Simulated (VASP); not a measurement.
# Pt (Fm-3m) in VASP: density of states with PBE

Aim: the density of states of Pt with PBE.

All numbers are computed with VASP 6.6.1; they aren't measurements. Logs are shortened: lines on timing, memory, paths and dates and some standing lists are left out, and cuts for length are marked.

### Step 1. Starting point

It takes space group Fm-3m (No. 225, cubic). Conventional cell: a = 3.967 Å, b = 3.967 Å, c = 3.967 Å, α = 90.00°, β = 90.00°, γ = 90.00°. Pt (site symmetry m-3m) is surrounded by 12 Pt at 2.81 Å.

### Step 2. Density of states, PBE

POSCAR

```
Pt                                      
1.0
    0.0000000000      1.9837073954      1.9837073954
    1.9837073954      0.0000000000      1.9837073954
    1.9837073954      1.9837073954      0.0000000000
  Pt            
     1
Direct
     0.0000000000000000    0.0000000000000000    0.0000000000000000
```

INCAR.step1

```
SYSTEM = Pt
PREC     = Accurate       ! precision mode
ENCUT    = 520            ! plane-wave cutoff, eV
EDIFF    = 1E-7           ! SCF threshold, eV
ISMEAR   = 0              ! smearing method
SIGMA    = 0.1            ! smearing width, eV
LREAL    = .False.        ! projectors in reciprocal space
LASPH    = .True.         ! aspherical terms in the spheres
NELM     = 60             ! most SCF steps
ALGO     = Fast           ! electronic algorithm
ISIF     = 2              ! what is computed and relaxed
LWAVE    = .False.        ! write WAVECAR
LCHARG   = .True.         ! write CHGCAR
LMAXMIX  = 4              ! l up to which the mixer works
GGA      = PE             ! functional
AMIX     = 0.2
```

KPOINTS.step1

```
Automatic mesh
0
Gamma
  18 18 18
  0 0 0
```

INCAR.step2

```
SYSTEM = Pt
PREC     = Accurate       ! precision mode
ENCUT    = 520            ! plane-wave cutoff, eV
EDIFF    = 1E-7           ! SCF threshold, eV
ISMEAR   = -5             ! smearing method
SIGMA    = 0.1            ! smearing width, eV
LREAL    = .False.        ! projectors in reciprocal space
LASPH    = .True.         ! aspherical terms in the spheres
NELM     = 60             ! most SCF steps
ALGO     = Fast           ! electronic algorithm
ISIF     = 2              ! what is computed and relaxed
LWAVE    = .False.        ! write WAVECAR
LCHARG   = .False.        ! write CHGCAR
LMAXMIX  = 4              ! l up to which the mixer works
GGA      = PE             ! functional
LORBIT   = 10             ! projections on sites
AMIX     = 0.2          
NEDOS    = 2001           ! points of the DOS
ICHARG   = 11             ! starting density
```

KPOINTS.step2

```
Automatic mesh
0
Gamma
  27 27 27
  0 0 0
```

Potentials or basis: VASP PAW PBE potentials, release 64 (Pt).

On the command line:

```sh
> cat potpaw_PBE.64/Pt/POTCAR > POTCAR
> cp INCAR.step1 INCAR
> cp KPOINTS.step1 KPOINTS
> mpirun -np 1 vasp_std > vasp.out
> cp INCAR.step2 INCAR
> cp KPOINTS.step2 KPOINTS
> mpirun -np 1 vasp_std > vasp.out
```

OUTCAR:

```text
SYSTEM = Pt
   PREC = Accurate
   ENCUT = 520
   EDIFF = 1E-7
   ISMEAR = -5
   LREAL = .False.
   LASPH = .True.
   NELM = 60
   ISIF = 2
   GGA = PE
   LORBIT = 10
   AMIX = 0.2
   ICHARG = 11

 ion  position               nearest neighbor table
   1  0.000  0.000  0.000-

  LATTYP: Found a face centered cubic cell.
 ALAT       =     3.9674147908

  Lattice vectors:

 A1 = (   0.0000000000,   1.9837073954,   1.9837073954)
 A2 = (   1.9837073954,   0.0000000000,   1.9837073954)
 A3 = (   1.9837073954,   1.9837073954,   0.0000000000)

Analysis of symmetry for initial positions (statically):
=====================================================================
 Subroutine PRICEL returns:
 Original cell was already a primitive cell.

 Routine SETGRP: Setting up the symmetry group for a
 face centered cubic supercell.

 Subroutine GETGRP returns: Found 48 space group operations
 (whereof 48 operations were pure point group operations)
 out of a pool of 48 trial point group operations.

The static configuration has the point symmetry O_h .

Analysis of symmetry for dynamics (positions and initial velocities):
=====================================================================
 Subroutine PRICEL returns:
 Original cell was already a primitive cell.

 Routine SETGRP: Setting up the symmetry group for a
 face centered cubic supercell.

 Subroutine GETGRP returns: Found 48 space group operations
 (whereof 48 operations were pure point group operations)
 out of a pool of 48 trial point group operations.

The dynamic configuration has the point symmetry O_h .

 Subroutine INISYM returns: Found 48 space group operations
 (whereof 48 operations are pure point group operations),
 and found     1 'primitive' translations

----------------------------------------------------------------------------------------

                                     Primitive cell

  volume of cell :      15.6122

  direct lattice vectors                    reciprocal lattice vectors
     0.000000000  1.983707395  1.983707395    -0.252053302  0.252053302  0.252053302
     1.983707395  0.000000000  1.983707395     0.252053302 -0.252053302  0.252053302
     1.983707395  1.983707395  0.000000000     0.252053302  0.252053302 -0.252053302

  length of vectors
[... 74 lines left out ...]
   ISTART =      0    job   : 0-new  1-cont  2-samecut
   ICHARG =     11    charge: 1-file 2-atom 10-const
   ISPIN  =      1    spin polarized calculation?
   LNONCOLLINEAR =      F non collinear calculations
   LSORBIT =      F    spin-orbit coupling
   LASPH  =      T    aspherical Exc in radial PAW
   ENCUT  =  520.0 eV  38.22 Ry    6.18 a.u.   5.22  5.22  5.22*2*pi/ulx,y,z
   NELM   =     60;   NELMIN=  2; NELMDL=  0     # of ELM steps
   EDIFF  = 0.1E-06   stopping-criterion for ELM
   LREAL  =      F    real-space projection
[... 7 lines left out ...]
   TEBEG  =    0.0;   TEEND  =   0.0 temperature during run
   PSTRESS=    0.0 pullay stress
   NELECT =      10.0000    total number of electrons
   NUPDOWN=      -1.0000    fix difference up-down
   EMIN   =  10.00;   EMAX   =-10.00  energy-range for DOS
   EFERMI =   0.00;   METHOD = LEGACY
   ISMEAR =    -5;   SIGMA  =   0.10  broadening in eV -4-tet -1-fermi 0-gaus
   EFERMI_NEDOS =   21; number of points for ismear=-14 and -15
   IALGO  =     68    algorithm
   IMIX   =      4    mixing-type and parameters
     AMIX     =   0.20;   BMIX     =  1.00
     AMIX_MAG =   0.80;   BMIX_MAG =  1.00
  volume/ion in A,a.u.               =      15.61       105.36
  Fermi-wavevector in a.u.,A,eV,Ry     =   1.411196  2.666773 27.095636  1.991473
  Thomas-Fermi vector in A             =   2.533072
   LORBIT       =     10    0 simple, 1 ext, 2 COOP (PROOUT), +10 PAW based schemes
   GGA     = PE    functional components
   LHFCALC =     F    Hartree Fock is set to
   AEXX    =    0.0000 exact exchange contribution
   IVDW    =     0    specifies the selected vdW correction
   LEPSILON=     F    determine dielectric tensor
   LRPA    =     F    only Hartree local field effects (RPA)
 non-spin polarized calculation
 RMM-DIIS sequential band-by-band and
 Fermi weights with tetrahedron method with Bloechl corrections
  energy-cutoff  :      520.00
  volume of cell :       15.61
 maximum number of plane-waves:       440
 NGX is ok and might be reduce to    24

 number of electron      10.0000002 magnetization

 Free energy of the ion-electron system (eV)
  ---------------------------------------------------
  ext. energy  EPLUGINS =         0.00000000
  ---------------------------------------------------
  free energy    TOTEN  =        -6.09780925 eV

  energy without entropy =       -6.09780925  energy(sigma->0) =       -6.09780925

 E-fermi :  10.5958     XC(G=0): -13.2836

 val. band max:       10.6221234968   @ k =   0.4444   0.1111   0.0000
 cond. band min:      10.5261189063   @ k =   0.4074   0.0741   0.0000
 fundamental gap:     -0.0960045905
 Fermi energy:        10.5957709555

 k-point     1 :       0.0000    0.0000    0.0000
  band No.  band energies     occupation
      1       0.7790      2.00000
      2       7.0295      2.00000
      3       7.0295      2.00000
      4       7.0295      2.00000
      5       9.0641      2.00000
      6       9.0641      2.00000
      7      25.3422      0.00000
      8      30.1130      0.00000
      9      30.1130      0.00000
[... 265 lines left out ...]
 k-point    24 :       0.3704    0.0370    0.0000
  band No.  band energies     occupation
      1       3.5874      2.00000
      2       7.1199      2.00000
      3       7.2054      2.00000
      4       7.8344      2.00000
      5       9.9933      2.00000
      6      10.1652      2.00000
      7      19.7749      0.00000
      8      25.7968      0.00000
      9      30.4490      0.00000

 [... further k-points ...]
[... 5 lines left out ...]
  --------------------------------------------------------------------------------------
  -------------------------------------------------------------------------------------
  Total        0.0171084      0.0171084      0.0171084     -0.0000000     -0.0000000     -0.0000000
  in kB        1.7557249      1.7557249      1.7557249     -0.0000000     -0.0000000     -0.0000000
  external PRESSURE =       1.7557249 kB  Pullay stress =       0.0000000 kB

 VOLUME and BASIS-vectors are now :
 -----------------------------------------------------------------------------
  energy-cutoff  :      520.00
  volume of cell :       15.61
      direct lattice vectors                 reciprocal lattice vectors
     0.000000000  1.983707395  1.983707395    -0.252053302  0.252053302  0.252053302
     1.983707395  0.000000000  1.983707395     0.252053302 -0.252053302  0.252053302
     1.983707395  1.983707395  0.000000000     0.252053302  0.252053302 -0.252053302

 POSITION                                       TOTAL-FORCE (eV/Angst)
 -----------------------------------------------------------------------------------
      0.00000      0.00000      0.00000         0.000000      0.000000      0.000000
 -----------------------------------------------------------------------------------
    total drift:                                0.000000      0.000000      0.000000

  FREE ENERGIE OF THE ION-ELECTRON SYSTEM (eV)
  ---------------------------------------------------
  free  energy   TOTEN  =        -6.0978092457 eV

  energy  without entropy=       -6.0978092457  energy(sigma->0) =       -6.09780925

 total charge

# of ion       s       p       d       tot
------------------------------------------
    1        0.620   0.569   8.021   9.210
```

OUTCAR.step1:

```text
SYSTEM = Pt
   PREC = Accurate
   ENCUT = 520
   EDIFF = 1E-7
   ISMEAR = 0
   LREAL = .False.
   LASPH = .True.
   NELM = 60
[... 508 lines left out ...]
 -----------------------------------------------------------------------------------
      0.00000      0.00000      0.00000         0.000000      0.000000      0.000000
 -----------------------------------------------------------------------------------
    total drift:                               -0.000000      0.000000      0.000000

  FREE ENERGIE OF THE ION-ELECTRON SYSTEM (eV)
  ---------------------------------------------------
  free  energy   TOTEN  =        -6.1000676684 eV

  energy  without entropy=       -6.0888267895  energy(sigma->0) =       -6.09444723
```

Wall time 35 s (1 thread of Intel Xeon Platinum 8488C (Sapphire Rapids), shared host); peak memory 0.21 GiB.

Results:

| Quantity | Value |
| --- | --- |
| Valence electrons inside the program's atomic spheres | Pt 9.21 |

Levels at points of the mesh, in eV from the Fermi level:
```csv
k point,band 3,band 4,band 5,band 6,band 7,band 8
"(0.00, 0.00, 0.00)",-3.57,-3.57,-1.53,-1.53,14.75,19.52
```

States per cell in windows of 0.5 eV (zero at the Fermi level; states under -8 eV left out):
| from (eV) | total | Pt1_d | Pt1_p | Pt1_s |
| --- | --- | --- | --- | --- |
| -8.0 | 0.08 | 0.01 | 0.01 | 0.05 |
| -7.5 | 0.11 | 0.02 | 0.01 | 0.06 |
| -7.0 | 0.29 | 0.13 | 0.02 | 0.10 |
| -6.5 | 0.61 | 0.38 | 0.03 | 0.12 |
| -6.0 | 0.68 | 0.51 | 0.03 | 0.07 |
| -5.5 | 0.62 | 0.49 | 0.04 | 0.03 |
| -5.0 | 0.59 | 0.48 | 0.05 | 0.01 |
| -4.5 | 0.78 | 0.65 | 0.05 | 0.01 |
| -4.0 | 0.82 | 0.68 | 0.06 | 0.02 |
| -3.5 | 1.09 | 0.92 | 0.07 | 0.02 |
| -3.0 | 0.70 | 0.59 | 0.05 | 0.01 |
| -2.5 | 0.61 | 0.53 | 0.04 | 0.01 |
| -2.0 | 0.80 | 0.71 | 0.04 | 0.01 |
| -1.5 | 0.58 | 0.53 | 0.02 | 0.01 |
| -1.0 | 0.64 | 0.59 | 0.02 | 0.01 |
| -0.5 | 0.87 | 0.82 | 0.01 | 0.01 |
| 0.0 | 0.61 | 0.58 | 0.01 | 0.01 |
| 0.5 | 0.15 | 0.11 | 0.02 | 0.01 |
| 1.0 | 0.14 | 0.09 | 0.02 | 0.01 |
| 1.5 | 0.15 | 0.09 | 0.03 | 0.02 |
| 2.0 | 0.14 | 0.07 | 0.03 | 0.02 |
| 2.5 | 0.15 | 0.07 | 0.04 | 0.02 |
| 3.0 | 0.13 | 0.06 | 0.04 | 0.02 |
| 3.5 | 0.12 | 0.05 | 0.04 | 0.02 |
| 4.0 | 0.13 | 0.05 | 0.04 | 0.03 |
| 4.5 | 0.11 | 0.03 | 0.03 | 0.03 |
| 5.0 | 0.14 | 0.04 | 0.03 | 0.05 |
| 5.5 | 0.18 | 0.06 | 0.03 | 0.07 |
| 6.0 | 0.16 | 0.04 | 0.04 | 0.05 |
| 6.5 | 0.15 | 0.04 | 0.05 | 0.04 |
| 7.0 | 0.18 | 0.04 | 0.06 | 0.05 |
| 7.5 | 0.16 | 0.04 | 0.05 | 0.05 |

Caveat: tetrahedron occupations give inexact forces and stress in metals. The run has no spin-orbit coupling, so splittings on Pt are missing.
